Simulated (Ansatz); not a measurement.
LaAlO3: response to strain

The reference is LaAlO$_{3}$ (space group R-3c, No. 167; a = 5.413 Å, c = 13.193 Å (hexagonal axes)). Axes: x lies along a and z along c of the hexagonal cell.

Strains are applied to the cell and any free atomic positions relax; under biaxial strain the out-of-plane vector relaxes too.

Computed with PBE (Ansatz, a program for electronic structure), spin-orbit coupling left out.

Candidates:
(a) isotropic strain −3.43 %
(b) tensor shear ε_yz = −1.00 %
(c) uniaxial strain ε_yy = +0.98 %
(d) isotropic strain +3.64 %
(e) biaxial strain −0.63 %, plane normal [001], relaxed out of plane

For the base:

```
Quantity   Result
--------  -------
Band gap  4.02 eV
```

Q: Order them by band gap, lowest first.

A: (b) tensor shear ε_yz = −1.00 % (3.81 eV), (a) isotropic strain −3.43 % (3.85 eV), (c) uniaxial strain ε_yy = +0.98 % (3.93 eV), (e) biaxial strain −0.63 %, plane normal [001], relaxed out of plane (3.99 eV), (d) isotropic strain +3.64 % (4.07 eV)

Whether these cells are dynamically stable was not tested.
